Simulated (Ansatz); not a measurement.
# CdTe (NiAs type): Wannier runs under varied settings

Aim: run 3 Wannier inputs for CdTe (NiAs type) as typed, and read from each log whether it ends well.

Computed with Ansatz 0.2.0 (plane waves, PAW; the settings change from run to run, as each input shows, unless a step's input says otherwise).

## (1) Starting point

Symmetry: P6_3/mmc, No. 194, hexagonal system. Conventional cell: a = 4.315 Å, b = 4.315 Å, c = 7.071 Å, α = 90.00°, β = 90.00°, γ = 120.00°. Around Cd (site symmetry -3m) lie 6 Te at 3.05 Å. Te (site symmetry -6m2) is surrounded by 6 Cd at 3.05 Å.

Coordinates:

```cif
data_structure
_symmetry_space_group_name_H-M 'P6_3/mmc'
_symmetry_Int_Tables_number 194
_cell_length_a 4.3150
_cell_length_b 4.3150
_cell_length_c 7.0705
_cell_angle_alpha 90.000
_cell_angle_beta 90.000
_cell_angle_gamma 120.000
_cell_volume 114.01
loop_
_atom_site_label
_atom_site_type_symbol
_atom_site_symmetry_multiplicity
_atom_site_Wyckoff_symbol
_atom_site_fract_x
_atom_site_fract_y
_atom_site_fract_z
_atom_site_occupancy
Cd1 Cd 2 a 0.00000 0.00000 0.00000 1
Te1 Te 2 c 0.33333 0.66667 0.25000 1
```

The cell was relaxed beforehand with r2SCAN; those runs aren't shown. No run includes spin-orbit coupling, which matters for Te.

## (2) Input 1

Input file input.yaml:

```yaml
crystal:
  lattice:
    - [4.314984654, 0.0, 0.0]
    - [-2.157492327, 3.7368863273, 0.0]
    - [0.0, 0.0, 7.0705359074]
  atoms:
    - { symbol: Cd, position: [0.0, 0.0, 0.0] }
    - { symbol: Cd, position: [0.0, 0.0, 0.5] }
    - { symbol: Te, position: [0.3333333333, 0.6666666667, 0.25] }
    - { symbol: Te, position: [0.6666666667, 0.3333333333, 0.75] }
kpoints:
  mp_grid: { grid: [6, 6, 4] }
  band_path:
    path:
      - [[0.0, 0.0, 0.0], [0.5, -9.077849160845e-17, 2.187901874489e-34], [0.3333333333333, 0.3333333333333, 1.124908288238e-34], [0.0, 0.0, 0.0], [-3.387209177101e-51, 5.496038374408e-51, 0.5], [0.5, -9.077849160845e-17, 0.5], [0.3333333333333, 0.3333333333333, 0.5], [-3.387209177101e-51, 5.496038374408e-51, 0.5]]
      - [[0.5, -9.077849160845e-17, 0.5], [0.5, -9.077849160845e-17, 2.187901874489e-34]]
      - [[0.3333333333333, 0.3333333333333, 0.5], [0.3333333333333, 0.3333333333333, 1.124908288238e-34]]
    npoints: 10
hamiltonian:
  xc: pbe
scf:
  occupations: { method: fermi_dirac, width: 0.02 }
  n_extra_bands: 16
output:
  forces: false
  stress: false
  eigenvalues: true
  wannier:
    kmesh: [6, 6, 2]
    projections:
      - { species: Te, l: s, shell: 5 }
      - { species: Te, l: p, shell: 5 }
      - { species: Cd, l: s, shell: 5 }
      - { species: Cd, l: p, shell: 5 }
    minimise: true
    write_hr: true
    conv_tol: 1.0e-08
    max_iter: 1000
    disentanglement: { window: [0.45, 23.0], frozen_window: [6.99, 11.72] }
  write_density: true
  write_potential: true
  elf: true
  volumetric_format: npy
```

Command:

```console
> ansatz run input.yaml --threads 4 --pin off --max-ram 3686MiB --backend cpu --events-out ev --progress --plain --runs-dir out
```

The log of the run (excerpt; [...] marks lines left out):

```text
Warning: RAYON_NUM_THREADS=4 ignored (pool sized by the plan → 4); use --threads N
Cd: the file doesn't list 5p, so it is added from the neutral free atom; the dataset's partial waves leave at most 1.3e-2 of an orbital's norm unspanned inside its sphere
scf.n_extra_bands = 16 over 36 filled bands (N_el = 72.0): the run solves 52 bands
[...]
Pseudopotentials: kind: paw
Pseudopotential: Cd, paw, valence charge 20, recommended cutoff 420 eV (normal), Cd.paw.azcp
Pseudopotential: Te, paw, valence charge 16, recommended cutoff 420 eV (normal), Te.paw.azcp
Functional definition: PBE
[...]
Crystal: 4 atoms, lattice volume = 114.010 Å³
Basis set: ecut = 420 eV, 2237 PW (Γ)
Bands: 52, of which v1, the nominal top of the filled ones, is band 36 counted from 1 (35 counted from 0)
Symmetry: 24 space group operations
Space group: P63/mmc (ITA 194), of the structure as read, at distance tolerance 4.8e-5 Å
k-points: 21 of 144
[...]
SCF iter   1: F=—  HF=-30469.849918 eV  |F-HF|=—  |Δ(HF+E_count)|=         —  Δρ=1.76e-3  dr2=5.26e-3  ethr=1.77e-3  ⟨swp⟩=6.8  Hψ=4553  notcnv=0  defer=104
[...]
SCF iter   6: F=-30469.848812 eV  HF=-30469.848812 eV  |F-HF|=1.41e-9  |Δ(HF+E_count)|=   1.51e-8  Δρ=2.56e-6  dr2=5.11e-9  ethr=1.39e-10  ⟨swp⟩=11.7  Hψ=4726  notcnv=0
[...]
NSCF: frozen V_eff on 93 k-points
NSCF: frozen V_eff on 18 k-points
the Wannier pass solved 18 of the 72 points of its mesh, and has the states at the others by symmetry: states obtained by the crystal's operations at points that were solved too leave a residual of 5.26e-11 eV (read by the count's bands and the next), within 8.33e-6 eV
NSCF: frozen V_eff on 18 k-points
the Wannier pass solved 18 of the 72 points of its mesh, and has the states at the others by symmetry: states obtained by the crystal's operations at points that were solved too leave a residual of 5.26e-11 eV (read by the count's bands and the next), within 8.33e-6 eV
SCF converged after 6 iterations
Free energy (F): -30469.848812 eV
[...]
E sigma→0 (E₀):  -30469.848023 eV
Entropy (-TS):   -0.001579 eV (-0.395 meV/atom)
Fermi energy:    10.145757 eV
[...]
--- Band table (eV; the first three rows and the last of 21) ---
[...]
Wannier search: line search 1 of at most 1000: gauge-dependent spread (as the search counts it) 63.8190378 Å², largest recent change 4.1e0 Å² and fall left 3.2e0 Å² against conv_tol 1.0e-8 Å², 0 stops escaped
Wannier search: line search 100 of at most 1000: gauge-dependent spread (as the search counts it) 8.4724686 Å², largest recent change 2.0e-7 Å² and fall left 1.0e-8 Å² against conv_tol 1.0e-8 Å², 0 stops escaped
WARN: <dir> 390 periodic images of 390 elements of H(R) lie 4.88e-4 to 1.95e-3 Å beyond their element's nearest image, near the 9.77e-4 Å window within which an element is shared among its images; whether they share it moves the interpolated H(k) by 1.1e-1 eV (Frobenius norm, root mean [...]
```

Wall time 15 s (4 threads of Arm Neoverse V1, shared host); peak memory 0.54 GiB.

The windows are typed on the program's own energy scale, on which the last band filled by count tops at 10.14 eV (the bands overlap, so it is not filled everywhere).

The head of wannier.spreads.toml:

```toml
omega_i_ang2 = 40.44711636833159
omega_d_ang2 = 0.10387188507920353
omega_od_ang2 = 8.36859568883219
omega_total_ang2 = 48.91958394224299
least_projectability = 2.316329452452223e-15
b_vectors_match_mmn = true
n_iter = 117
converged = true
rejected_fitted_steps = 5
dis_converged = true
dis_n_iter = 67
dis_n_moved = 2
dis_level_miss = 0.006787951738092934
```

The functions (centres in Å, on-site energies from the highest level of the last filled band):

| n | x | y | z | spread (Å²) | on-site (eV) | nearest atoms | distance (Å) |
| --- | --- | --- | --- | --- | --- | --- | --- |
| 1 | -2.157 | 1.246 | 1.790 | 4.209 | 5.873 | 3 atoms | 2.49 |
| 2 | 4.315 | 2.491 | 5.325 | 4.209 | 5.873 | 3 atoms | 2.49 |
| 3 | 0.000 | 2.491 | 1.764 | 2.391 | 0.737 | Te3 | 0.00 |
| 4 | 0.007 | 2.479 | 1.765 | 2.408 | 0.695 | Te3 | 0.01 |
| 5 | -0.006 | 2.504 | 1.765 | 2.408 | 0.695 | Te3 | 0.01 |
| 6 | 2.157 | 1.246 | 5.299 | 2.391 | 0.737 | Te4 | 0.00 |
| 7 | 2.164 | 1.258 | 5.300 | 2.408 | 0.695 | Te4 | 0.01 |
| 8 | 2.151 | 1.233 | 5.300 | 2.408 | 0.695 | Te4 | 0.01 |
| 9 | -0.662 | 0.382 | -0.222 | 3.209 | 3.130 | Cd1 | 0.80 |
| 10 | 0.000 | 0.000 | 4.283 | 3.416 | 3.590 | Cd2 | 0.75 |
| 11 | 0.000 | 0.000 | 0.748 | 3.416 | 3.590 | Cd1 | 0.75 |
| 12 | 0.662 | 0.382 | -0.222 | 3.210 | 3.132 | Cd1 | 0.80 |
| 13 | 0.000 | -0.764 | -0.222 | 3.209 | 3.131 | Cd1 | 0.80 |
| 14 | 0.662 | -0.382 | 3.313 | 3.210 | 3.132 | Cd2 | 0.80 |
| 15 | 0.000 | 0.764 | 3.313 | 3.209 | 3.131 | Cd2 | 0.80 |
| 16 | -0.662 | -0.382 | 3.314 | 3.209 | 3.130 | Cd2 | 0.80 |

Along the path each interpolated band stays within 0.02, 0.03, 0.04, 0.02, 0.04, 0.04, 0.11, 0.14, 0.23, 0.27, 0.44, 0.50 and so on, 0.68 at most for the rest, eV of the nearest computed level, from the lowest band up; bands outside the frozen window needn't match, and between the mesh's points a coarse mesh lets the others stray too.

The least projectability is 0.00: some state is hardly reached by the trial orbitals.

## (3) Input 2

input.yaml, as its differences from that of step 2:

```diff
@@ -22,3 +22,3 @@
   occupations: { method: fermi_dirac, width: 0.02 }
-  n_extra_bands: 16
+  n_extra_bands: 6
 output:
@@ -28,8 +28,4 @@
   wannier:
-    kmesh: [6, 6, 2]
-    projections:
-      - { species: Te, l: s, shell: 5 }
-      - { species: Te, l: p, shell: 5 }
-      - { species: Cd, l: s, shell: 5 }
-      - { species: Cd, l: p, shell: 5 }
+    kmesh: [7, 7, 7]
+    projections: [{ species: Te, l: p, shell: 5 }]
     minimise: true
@@ -38,3 +34,2 @@
     max_iter: 1000
-    disentanglement: { window: [0.45, 23.0], frozen_window: [6.99, 11.72] }
   write_density: true
```

Command:

```console
> ansatz run input.yaml --threads 4 --pin off --max-ram 3686MiB --backend cpu --events-out ev --progress --plain --runs-dir out
```

The log of the run (excerpt; [...] marks lines left out):

```text
Warning: RAYON_NUM_THREADS=4 ignored (pool sized by the plan → 4); use --threads N
scf.n_extra_bands = 6 over 36 filled bands (N_el = 72.0): the run solves 42 bands
[...]
Pseudopotentials: kind: paw
Pseudopotential: Cd, paw, valence charge 20, recommended cutoff 420 eV (normal), Cd.paw.azcp
Pseudopotential: Te, paw, valence charge 16, recommended cutoff 420 eV (normal), Te.paw.azcp
Functional definition: PBE
[...]
Crystal: 4 atoms, lattice volume = 114.010 Å³
Basis set: ecut = 420 eV, 2237 PW (Γ)
Bands: 42, of which v1, the nominal top of the filled ones, is band 36 counted from 1 (35 counted from 0)
Symmetry: 24 space group operations
Space group: P63/mmc (ITA 194), of the structure as read, at distance tolerance 4.8e-5 Å
k-points: 21 of 144
[...]
SCF iter   1: F=—  HF=-30469.849724 eV  |F-HF|=—  |Δ(HF+E_count)|=         —  Δρ=1.75e-3  dr2=5.20e-3  ethr=1.77e-3  ⟨swp⟩=7.0  Hψ=3343  notcnv=0
[...]
SCF iter   6: F=-30469.848812 eV  HF=-30469.848812 eV  |F-HF|=3.33e-8  |Δ(HF+E_count)|=   2.04e-7  Δρ=7.71e-6  dr2=4.29e-8  ethr=1.39e-10  ⟨swp⟩=7.5  Hψ=2724  notcnv=0
[...]
NSCF: frozen V_eff on 93 k-points
NSCF: frozen V_eff on 36 k-points
the Wannier pass solved 36 of the 343 points of its mesh, and has the states at the others by symmetry: states obtained by the crystal's operations at points that were solved too leave a residual of 1.41e-10 eV (read by the count's bands and the next), within 4.76e-6 eV
SCF converged after 6 iterations
Free energy (F): -30469.848812 eV
[...]
E sigma→0 (E₀):  -30469.848023 eV
Entropy (-TS):   -0.001579 eV (-0.395 meV/atom)
Fermi energy:    10.145748 eV
[...]
--- Band table (eV; the first three rows and the last of 21) ---
[...]
Wannier search: line search 1 of at most 1000: gauge-dependent spread (as the search counts it) 1.5813165 Å², largest recent change 2.4e-1 Å² and fall left 2.0e-4 Å² against conv_tol 1.0e-8 Å², 0 stops escaped
```

Wall time 9.3 s (4 threads of Arm Neoverse V1, shared host); peak memory 0.79 GiB.

wannier.win names the bands that the functions span: 31-36 (counted from 1; 36 are filled by count, though the bands overlap).

The head of wannier.spreads.toml:

```toml
omega_i_ang2 = 27.376153179522845
omega_d_ang2 = 0.18744607811760403
omega_od_ang2 = 1.3931177392044412
omega_total_ang2 = 28.95671699684489
least_projectability = 0.5707815057144539
b_vectors_match_mmn = true
n_iter = 29
converged = true
rejected_fitted_steps = 1
```

The functions (centres in Å, on-site energies from the highest level of the last filled band):

```
n       x      y      z  spread (Å²)  on-site (eV)  nearest atoms  distance (Å)
1   0.000  2.491  1.768        5.408        -2.436            Te3          0.00
2  -0.165  2.653  1.768        4.536        -2.394            Te3          0.23
3   0.160  2.330  1.768        4.534        -2.396            Te3          0.23
4   2.158  1.246  5.303        5.408        -2.436            Te4          0.00
5   1.992  1.084  5.303        4.536        -2.394            Te4          0.23
6   2.317  1.407  5.303        4.534        -2.396            Te4          0.23
```

Along the path each interpolated band stays within 0.06, 0.18, 0.05, 0.04, 0.06, 0.05 eV of the nearest computed level, from the lowest band up.

## (4) Input 3

input.yaml, as its differences from that of step 3:

```diff
@@ -28,4 +28,4 @@
   wannier:
-    kmesh: [7, 7, 7]
-    projections: [{ species: Te, l: p, shell: 5 }]
+    kmesh: [5, 5, 5]
+    projections: [{ species: Te, l: s, shell: 5 }, { species: Te, l: p, shell: 5 }]
     minimise: true
```

Command:

```console
> ansatz run input.yaml --threads 4 --pin off --max-ram 3686MiB --backend cpu --events-out ev --progress --plain --runs-dir out
```

The log of the run (excerpt; [...] marks lines left out):

```text
Warning: RAYON_NUM_THREADS=4 ignored (pool sized by the plan → 4); use --threads N
scf.n_extra_bands = 6 over 36 filled bands (N_el = 72.0): the run solves 42 bands
[...]
Pseudopotentials: kind: paw
Pseudopotential: Cd, paw, valence charge 20, recommended cutoff 420 eV (normal), Cd.paw.azcp
Pseudopotential: Te, paw, valence charge 16, recommended cutoff 420 eV (normal), Te.paw.azcp
Functional definition: PBE
[...]
Crystal: 4 atoms, lattice volume = 114.010 Å³
Basis set: ecut = 420 eV, 2237 PW (Γ)
Bands: 42, of which v1, the nominal top of the filled ones, is band 36 counted from 1 (35 counted from 0)
Symmetry: 24 space group operations
Space group: P63/mmc (ITA 194), of the structure as read, at distance tolerance 4.8e-5 Å
k-points: 21 of 144
[...]
SCF iter   1: F=—  HF=-30469.849724 eV  |F-HF|=—  |Δ(HF+E_count)|=         —  Δρ=1.75e-3  dr2=5.20e-3  ethr=1.77e-3  ⟨swp⟩=7.0  Hψ=3343  notcnv=0
[...]
SCF iter   6: F=-30469.848812 eV  HF=-30469.848812 eV  |F-HF|=3.33e-8  |Δ(HF+E_count)|=   2.04e-7  Δρ=7.71e-6  dr2=4.29e-8  ethr=1.39e-10  ⟨swp⟩=7.5  Hψ=2724  notcnv=0
[...]
NSCF: frozen V_eff on 93 k-points
NSCF: frozen V_eff on 19 k-points
the Wannier pass solved 19 of the 125 points of its mesh, and has the states at the others by symmetry: states obtained by the crystal's operations at points that were solved too leave a residual of 1.41e-10 eV (read by the count's bands and the next), within 5.56e-6 eV
SCF converged after 6 iterations
Free energy (F): -30469.848812 eV
[...]
E sigma→0 (E₀):  -30469.848023 eV
Entropy (-TS):   -0.001579 eV (-0.395 meV/atom)
Fermi energy:    10.145748 eV
[...]
--- Band table (eV; the first three rows and the last of 21) ---
[...]
Wannier search: line search 1 of at most 1000: gauge-dependent spread (as the search counts it) 5.5811372 Å², largest recent change 7.2e-1 Å² and fall left 6.9e-3 Å² against conv_tol 1.0e-8 Å², 0 stops escaped
```

Wall time 6.7 s (4 threads of Arm Neoverse V1, shared host); peak memory 0.46 GiB.

wannier.win names the bands that the functions span: 19-20, 31-36 (counted from 1; 36 are filled by count, though the bands overlap).

The head of wannier.spreads.toml:

```toml
omega_i_ang2 = 25.32980453211303
omega_d_ang2 = 0.15167093210352336
omega_od_ang2 = 3.021783751276677
omega_total_ang2 = 28.50325921549323
least_projectability = 0.6107105651462496
b_vectors_match_mmn = true
n_iter = 29
converged = true
rejected_fitted_steps = 0
```

The functions (centres in Å, on-site energies from the highest level of the last filled band):

```
n       x      y      z  spread (Å²)  on-site (eV)  nearest atoms  distance (Å)
1  -0.591  2.833  1.911        3.235        -4.780            Te3          0.70
2   2.749  0.904  5.446        3.235        -4.780            Te4          0.70
3   0.000  2.491  1.332        4.548        -3.739            Te3          0.44
4   0.591  2.833  1.911        3.235        -4.780            Te3          0.70
5   0.000  1.809  1.911        3.235        -4.780            Te3          0.70
6   2.157  1.246  4.867        4.548        -3.739            Te4          0.44
7   1.566  0.904  5.446        3.235        -4.780            Te4          0.70
8   2.157  1.928  5.446        3.235        -4.780            Te4          0.70
```

Along the path each interpolated band stays within 0.01, 0.01, 0.11, 0.30, 0.13, 0.11, 0.18, 0.18 eV of the nearest computed level, from the lowest band up.

## (5) How the runs ended

| input | settings | ended | result | time |
| --- | --- | --- | --- | --- |
| 1 | PBE, 16 functions, 6×6×2, window 0.45 to 23 eV, frozen 6.99 to 11.72 eV | converged | spread 48.92 Å² | 15 s |
| 2 | PBE, 6 functions, 7×7×7 | converged | spread 28.96 Å² | 9.3 s |
| 3 | PBE, 8 functions, 5×5×5 | converged | spread 28.50 Å² | 6.7 s |

3 converged. Over the sound inputs the mean spread of a function spans 3.06 to 4.83 Å². These numbers test the settings; they aren't properties of the solid.
